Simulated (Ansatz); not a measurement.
# AlCu3: the cost of one run

Program: Ansatz 0.2.0. Level of theory: DFT PBE, scalar-relativistic, plane waves, PAW. These are calculated values, not measurements.

### Step 1. The starting structure

Symmetry: Pmmm, No. 47, orthorhombic system. Conventional cell: a = 2.672 Å, b = 3.779 Å, c = 5.344 Å, α = 90.00°, β = 90.00°, γ = 90.00°. Al (site symmetry mmm) is surrounded by 2 Al at 2.67 Å and 10 Cu at 2.67 Å. Around Cu (site symmetry mm2) lie 8 Cu at 2.67 Å and 4 Al at 2.67 Å. Around Cu (site symmetry mmm) lie 2 Al at 2.67 Å and 10 Cu at 2.67 Å.

Coordinates:

```
Al Cu
1.0
     2.67184    0.00000    0.00000
     0.00000    3.77855    0.00000
     0.00000    0.00000    5.34367
Al Cu
1 3
Cartesian
  1.3359 1.8893 0.0000
  0.0000 0.0000 4.0078
  0.0000 0.0000 1.3359
  1.3359 1.8893 2.6718
```

The start is an ordering of an alloy on its end members' structure types: elements ordered on the sites of the Al type, Cu/Al on Al (Pmmm, No. 47).

### Step 2. Probe: one point on a coarse mesh

File input.yaml:

```yaml
crystal:
  lattice:
    - [2.67183648, 0.0, 0.0]
    - [0.0, 3.77854739, 0.0]
    - [0.0, 0.0, 5.34367296]
  atoms:
    - { symbol: Al, position: [0.5, 0.5, 0.0] }
    - { symbol: Cu, position: [0.0, 0.0, 0.75] }
    - { symbol: Cu, position: [0.0, 0.0, 0.25] }
    - { symbol: Cu, position: [0.5, 0.5, 0.5] }
basis:
  ecutwfc: 420
kpoints:
  mp_grid: { grid: [6, 4, 4] }
hamiltonian:
  xc: pbe
scf:
  occupations: { method: gaussian, width: 0.1 }
  lower_state_search: "off"
output:
  forces: true
  stress: true
  eigenvalues: true
```

Launch:

```bash
> ansatz run input.yaml --threads 1 --pin off --max-ram 2560MiB --backend cpu --events-out ev --progress --plain --runs-dir out
```

**Question.** How long does this run take on 1 thread of Intel Xeon 6975P-C (Granite Rapids), shared host, and how much memory does it need?

About 2.5 s, with a peak of 0.4 GiB.
